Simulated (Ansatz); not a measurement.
# Al2Ru (I4/mmm) in Ansatz: reference runs, part 2 of 2

Ansatz 0.2.0. Earlier steps stand in the parts before.

### Step 7. Single point, PBEsol, 13.71 Å³/atom

The input, input.yaml:

```yaml
crystal:
  lattice:
    - [-1.56042162, 1.56042162, 4.22180559]
    - [1.56042162, -1.56042162, 4.22180559]
    - [1.56042162, 1.56042162, -4.22180559]
  atoms:
    - { symbol: Ru, position: [0.0, 0.0, 0.0] }
    - { symbol: Al, position: [0.34079781, 0.34079781, 0.0] }
    - { symbol: Al, position: [0.65920219, 0.65920219, 0.0] }
hamiltonian:
  xc: pbesol
  pseudopotentials: { kind: paw }
kpoints:
  mp_grid: { grid: [12, 12, 12] }
scf:
  occupations: { method: fermi_dirac, width: 0.05 }
output:
  forces: true
  stress: true
  eigenvalues: true
```

Potentials or basis: Ansatz PAW.

Launch:

```bash
ansatz run input.yaml --threads 2 --pin off --max-ram 5632MiB --backend cpu --events-out ev --progress --plain --runs-dir out
```

The log of the run:

```text
Warning: RAYON_NUM_THREADS=2 ignored (pool sized by the plan → 2); use --threads N
basis.fft_grid_basis auto: the FFT boxes are laid along the combinations [[1, 0, 1], [0, 1, 1], [0, 0, 1]] of the cell's own vectors, 3.121, 3.121 and 4.764 Å long. The dense box has 24×24×32 points. Along the cell's own vectors, as sized, it would have 32×32×32, 1.78 times as many. Of the 16 symmetry operations that the crystal satisfies within crystal.symmetry.tolerance (time reversal apart; of a slab, those that keep its plane) the dense box along the cell's own vectors carries 16, and the one as laid loses 12 of those. basis.fft_grid_basis: typed keeps the cell's own vectors: state it where this run's energies or levels are differenced outside the engine with another run's, or held beside a run that keeps those vectors.
Engine: ansatz 0.2.0, aarch64-unknown-linux-gnu
Pseudopotentials: kind: paw
Pseudopotential: Ru, paw, valence charge 16, recommended cutoff 420 eV (normal), Ru.paw.azcp
Pseudopotential: Al, paw, valence charge 3, recommended cutoff 420 eV (normal), Al.paw.azcp
Functional definition: PBEsol
  exchange = pbesol_x
  correlation = pbesol_c
Crystal: 3 atoms, lattice volume = 41.119 Å³
Basis set: ecut = 420 eV, 795 PW (Γ), FFT grids on a1+a3, a2+a3, a3, exchange–correlation on 48×48×64 points (8 copies of the dense FFT grid, shifted against one another)
Bands: 15, of which v1, the nominal top of the filled ones, is band 11 counted from 1 (10 counted from 0)
Symmetry: 16 space group operations
Space group: I4/mmm (ITA 139), of the structure as read, at distance tolerance 3.5e-5 Å
k-points: 163 of 1728
Non-local potential: Ru, projectors of the file, l = 0: 3, l = 1: 2, l = 2: 2, l = 3: 1
Non-local potential: Al, projectors of the file, l = 0: 2, l = 1: 2, l = 2: 1
PAW form: soft (Blöchl's): semilocal exchange-correlation on the pseudo side does not see the compensation charge
PAW frozen core: Ru, regenerated for the run's functional, and the local potential with it (the file was generated under x = pbe(κ = 0.804, μ = 0.2195149727645171), c = pbe(β = 0.06672455060314922))
[... 23 lines left out ...]
--- Per-component energies (eV) ---
  E_band       = -145.784650
  E_kinetic    = 566.617560
  E_local      = -2145.291933  (includes V_loc(G=0)·N_el)
  E_nonlocal   = 366.012523
  E_hartree    = 799.144054
  E_xc         = -271.101585
  E_vxc        = -300.655152  (∫ρ·V_xc dr)
  E_paw        = -4309.859584  (= ΣΔE_a)
  E_vpaw       = -230.755982  (= ΣTr[D̂ρ^β])
  E_aug_tail   = -0.000193  (compensation charges beyond the density's cutoff)
  E_ewald      = -1873.383606
  E_core_change = 0.291574  (= ΣΔE_core)
  E_smearing   = -0.002134  (= −TS)
  E_closure    = 0.000000  (closes the sum)
  Σ components = -6867.573323   (vs F -6867.573323, Δ=0.00e0)
--- Forces (eV/Å), atoms counted from 1 ---
  atom   1  Ru     0.00000000     0.00000000     0.00000000
  atom   2  Al     0.00000000     0.00000000     0.04761241
  atom   3  Al     0.00000000    -0.00000000    -0.04761241
  max |Σ_I F_I| component: 6.94e-18 eV/Å
--- Stress (GPa, compression-positive) ---
       -0.202032       0.000000       0.000000
        0.000000      -0.202032       0.000000
       -0.000000      -0.000000      -0.878808
  P = ⅓ Tr σ = -0.4276 GPa (-4.276 kbar)
--- Band table (eV; the first three rows and the last of 163) ---
  k-point 0: bands = ["-58.5007", "-28.5441", "-28.5441", "-28.4704", "3.0984", "8.5805", "10.1807", "12.0225", "12.0225", "12.0281", "13.0597", "16.4027", "18.6597", "20.1162", "20.1162"]
  k-point 1: bands = ["-58.4995", "-28.5526", "-28.5521", "-28.4686", "3.3264", "8.7778", "10.2819", "11.2274", "11.7250", "12.7658", "12.9899", "16.3617", "17.9755", "19.0470", "19.7599"]
  k-point 2: bands = ["-58.4963", "-28.5755", "-28.5737", "-28.4638", "3.9925", "9.2998", "10.5901", "10.6747", "11.0126", "12.0116", "13.8954", "16.3206", "17.2393", "17.8390", "19.0445"]
  k-point 162: bands = ["-58.5006", "-28.5442", "-28.5442", "-28.4728", "4.9325", "5.5782", "10.0207", "11.3839", "12.4570", "12.4570", "13.0852", "17.1625", "17.1625", "20.2890", "20.4612"]
```

It took 3.3 s on 2 threads of Arm Neoverse V1, shared host; peak memory 0.37 GiB.

Results:

| Item | Value |
| --- | --- |
| Free energy | -6867.5733 eV |
| Pressure | -0.4 GPa |
| Largest force | 0.048 eV/Å |
| Band gap on the k mesh | none (metal or under the smearing width) |

Caveat: the PAW data sets come from PBE, with cores solved anew for the run's functional, which leaves a small shift of forces and pressure.

### Step 8. Single point, PBEsol, 13.98 Å³/atom (volume scaled by 1.02)

Edit input.yaml of step 7 so:

```diff
@@ -2,5 +2,5 @@
   lattice:
-    - [-1.56042162, 1.56042162, 4.22180559]
-    - [1.56042162, -1.56042162, 4.22180559]
-    - [1.56042162, 1.56042162, -4.22180559]
+    - [-1.5707558392, 1.5707558392, 4.2497653822]
+    - [1.5707558392, -1.5707558392, 4.2497653822]
+    - [1.5707558392, 1.5707558392, -4.2497653822]
   atoms:
@@ -20 +20,5 @@
   eigenvalues: true
+  write_density: true
+  write_potential: true
+  elf: true
+  volumetric_format: npy
```

Launch:

```bash
ansatz run input.yaml --threads 2 --pin off --max-ram 5632MiB --backend cpu --events-out ev --progress --plain --runs-dir out
```

Wall time 4.2 s (2 threads of Arm Neoverse V1, shared host); peak memory 0.4 GiB.

It converged, with:

* Free energy: -6867.5622 eV
* Pressure: -3.9 GPa
* Largest force: 0.110 eV/Å
* Band gap on the k mesh: none (metal or under the smearing width)

Caveat: the PAW data sets come from PBE, with cores solved anew for the run's functional, which leaves a small shift of forces and pressure.

### Step 9. Single point, PBEsol, 14.25 Å³/atom (volume scaled by 1.04)

Edit input.yaml of step 8 so:

```diff
@@ -2,5 +2,5 @@
   lattice:
-    - [-1.5707558392, 1.5707558392, 4.2497653822]
-    - [1.5707558392, -1.5707558392, 4.2497653822]
-    - [1.5707558392, 1.5707558392, -4.2497653822]
+    - [-1.5809558382, 1.5809558382, 4.2773620346]
+    - [1.5809558382, -1.5809558382, 4.2773620346]
+    - [1.5809558382, 1.5809558382, -4.2773620346]
   atoms:
```

Potentials or basis: Ansatz PAW.

Launch:

```bash
ansatz run input.yaml --threads 2 --pin off --max-ram 5632MiB --backend cpu --events-out ev --progress --plain --runs-dir out
```

Wall time 4.3 s (2 threads of Arm Neoverse V1, shared host); peak memory 0.4 GiB.

It converged, with:

```yaml
Free_energy: -6867.5343 eV
Pressure: -6.9 GPa
Largest_force: 0.167 eV/Å
Band_gap_on_the_k_mesh: none (metal or under the smearing width)
```

Caveat: the PAW data sets come from PBE, with cores solved anew for the run's functional, which leaves a small shift of forces and pressure.

### Step 10. Single point, PBEsol, 14.53 Å³/atom (volume scaled by 1.06)

The input, input.yaml:

```yaml
crystal:
  lattice:
    - [-1.5910258921, 1.5910258921, 4.3046071133]
    - [1.5910258921, -1.5910258921, 4.3046071133]
    - [1.5910258921, 1.5910258921, -4.3046071133]
  atoms:
    - { symbol: Ru, position: [0.0, 0.0, 0.0] }
    - { symbol: Al, position: [0.34079781, 0.34079781, 0.0] }
    - { symbol: Al, position: [0.65920219, 0.65920219, 0.0] }
hamiltonian:
  xc: pbesol
  pseudopotentials: { kind: paw }
kpoints:
  mp_grid: { grid: [12, 12, 12] }
scf:
  occupations: { method: fermi_dirac, width: 0.05 }
output:
  forces: true
  stress: true
  eigenvalues: true
```

Launch:

```bash
ansatz run input.yaml --threads 2 --pin off --max-ram 5632MiB --backend cpu --events-out ev --progress --plain --runs-dir out
```

Wall time 2.7 s (2 threads of Arm Neoverse V1, shared host); peak memory 0.37 GiB.

The run converged. Its results:

| Property | Result |
| --- | --- |
| Free energy | -6867.4914 eV |
| Pressure | -9.7 GPa |
| Largest force | 0.221 eV/Å |
| Band gap on the k mesh | none (metal or under the smearing width) |

Caveat: the PAW data sets come from PBE, with cores solved anew for the run's functional, which leaves a small shift of forces and pressure.

### Step 11. Equation of state, PBEsol

Potentials or basis: Ansatz PAW.

This step only gathers the single runs of the series.

Results:

```
Equilibrium volume                        : 13.67 Å³/atom
Bulk modulus at fixed shape and positions : 183 GPa
Pressure derivative of the bulk modulus   : 4.4
```

Energy against volume, from the lowest point:
```tsv
volume (Å³/atom)	energy (meV/atom)
12.884	28.93
13.158	11.86
13.432	2.48
13.706	0.00
13.980	3.72
14.255	13.01
14.529	27.31
```

Caveat: the cell was scaled at fixed shape and fractional positions, which overstates the stiffness of a crystal with free parameters, most of all of layers and chains.

### Step 12. Overview

```csv
task,cell,gap on the mesh (eV),pressure (GPa),largest force (eV/Å)
single point,as given,none,-0.4,0.05
single point,"atoms moved at random, drawn with an rms of 0.05 Å",none,0.0,0.60
equation of state,as given,-,-,-
```

Alike in all rows: level PBEsol; potentials or basis Ansatz PAW; no spin polarisation; k mesh 12 × 12 × 12; cutoff (eV) 420; smearing fermi-dirac 0.05 eV.

Caveats: the PAW data sets come from PBE, with cores solved anew for the run's functional, which leaves a small shift of forces and pressure (some runs); the cell was scaled at fixed shape and fractional positions, which overstates the stiffness of a crystal with free parameters, most of all of layers and chains (some runs).

Absolute energies hang on the potentials; compare differences alone.
